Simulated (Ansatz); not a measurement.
# Sn: the cost of one run

Computed with Ansatz 0.2.0 (DFT PBE, scalar-relativistic, plane waves, PAW, unless a step's input says otherwise).

## (1) The structure to begin with

Symmetry: P6_3/mmc, No. 194, hexagonal system. Conventional cell: a = 3.787 Å, b = 3.787 Å, c = 12.214 Å, α = 90.00°, β = 90.00°, γ = 120.00°. Around Sn (site symmetry -3m) lie 12 Sn at 3.76 to 3.79 Å. Sn (site symmetry -6m2) has 12 Sn at 3.76 to 3.79 Å as nearest neighbours.

Structure file:

```cif
data_structure
_symmetry_space_group_name_H-M 'P 1'
_symmetry_Int_Tables_number 1
_cell_length_a 3.7871
_cell_length_b 3.7871
_cell_length_c 12.2143
_cell_angle_alpha 90.000
_cell_angle_beta 90.000
_cell_angle_gamma 120.000
_cell_volume 151.71
loop_
_atom_site_label
_atom_site_type_symbol
_atom_site_fract_x
_atom_site_fract_y
_atom_site_fract_z
_atom_site_occupancy
Sn1 Sn 0.00000 0.00000 0.00000 1
Sn2 Sn 0.00000 0.00000 0.50000 1
Sn3 Sn 0.33333 0.66667 0.75000 1
Sn4 Sn 0.66667 0.33333 0.25000 1
```

This is candidate A: dhcp type (P6_3/mmc, No. 194).

(A quick probe on a coarse mesh, which set the mesh and smearing, is not shown.)

## (3) Rough relaxation on the coarse mesh (candidate A)

input.yaml

```yaml
crystal:
  lattice:
    - [3.7871474704, 0.0, 0.0]
    - [-1.8935737352, 3.2797659173, 0.0]
    - [0.0, 0.0, 12.2142980722]
  atoms:
    - { symbol: Sn, position: [0.0, 0.0, 0.0] }
    - { symbol: Sn, position: [0.0, 0.0, 0.5] }
    - { symbol: Sn, position: [0.3333333333, 0.6666666667, 0.75] }
    - { symbol: Sn, position: [0.6666666667, 0.3333333333, 0.25] }
basis:
  ecutwfc: 420
kpoints:
  mp_grid: { grid: [6, 6, 2] }
hamiltonian:
  xc: pbe
scf:
  occupations: { method: gaussian, width: 0.1 }
  lower_state_search: "off"
output:
  forces: true
  stress: true
  eigenvalues: true
relax:
  adjacent_minimum: "off"
  f_tol: 0.04
  max_steps: 70
  cell: { stress_tol: 0.4 }
```

Q: Estimate wall time and peak memory on 1 thread of an x86-64 CPU, shared host.

About 16 s, with a peak of 0.54 GiB.
